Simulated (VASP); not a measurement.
A run of VASP 6.6.1:

The input INCAR:

```
ALGO = Normal
EDIFF = 1E-7
EDIFFG = -0.01
ENCUT = 600
IBRION = 2
ISIF = 2
ISMEAR = 0
LASPH = True
LCHARG = False
LMIXTAU = True
LREAL = False
LWAVE = False
METAGGA = R2SCAN
NELM = 80
NSW = 40
PREC = Accurate
SIGMA = 0.03
```

Contents of KPOINTS:

```
k-points
0
Gamma
  8 8 8
```

The input POSCAR:

```
SnSe                                    
1.0
    3.7185589555      0.0000000000     -0.0000000000
    0.0000000000      3.7185589555     -0.0000000000
    0.0000000000     -0.0000000000      3.7185589555
  Sn              Se            
     1     1
Direct
     0.5000000000000000    0.5000000000000000    0.5000000000000000
     0.0000000000000000    0.0000000000000000    0.0000000000000000
```

Potentials or basis: VASP PAW PBE potentials, release 64 (Sn_d, Se).

Launch:

```console
$ cat potpaw_PBE.64/Sn_d/POTCAR potpaw_PBE.64/Se/POTCAR > POTCAR
$ mpirun -np 1 vasp_std > vasp.out
```

Hardware: 1 thread of Intel(R) Xeon(R) Platinum 8488C (Sapphire Rapids), with other jobs on the host.

How long does it take, and how much memory?

Run time: 78 s on 1 thread of Intel(R) Xeon(R) Platinum 8488C (Sapphire Rapids) (shared host), peak memory 0.19 GiB. Counts: scf iterations 19, k points 35, ion steps 1.
